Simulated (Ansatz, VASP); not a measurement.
## Ca: VASP beside Ansatz

```
Ca
1.0
     3.36089   -1.95382   -0.38394
     3.36089    1.95382   -0.38394
    -2.86919    0.00000   13.22809
Ca
4
Direct
  0.74988 0.75040 0.12500
  0.24960 0.25012 0.37500
  0.25012 0.24960 0.87500
  0.75040 0.74988 0.62500
```

Alike in both runs: functional PBE; k mesh 4 × 4 × 2; occupations gaussian, width 0.1 eV; no spin polarisation.

Ansatz relaxed the structure, and its values are those at the end. VASP's run is a single point on that final structure, the one shown.

|  | VASP | Ansatz |
| --- | --- | --- |
| version | VASP 6.6.1 | Ansatz 0.2.0 |
| potentials or method | VASP PAW PBE potentials, release 64 (Ca_sv) | scalar-relativistic, plane waves, PAW |
| plane-wave cutoff (eV) | 520 | 420 |
| valence electrons in the cell | 40 | 40 |

|  | VASP | Ansatz | Ansatz less VASP |
| --- | --- | --- | --- |
| gap on the k mesh at the Fermi level (eV) | none | none | - |
| pressure (GPa) | 0.0 | 0.0 | -0.01 |

A gap of «none» marks a metal or a gap that the smearing closes.

Caveats: the k mesh is coarse (spacing up to 0.47 Å⁻¹), so the values aren't converged.
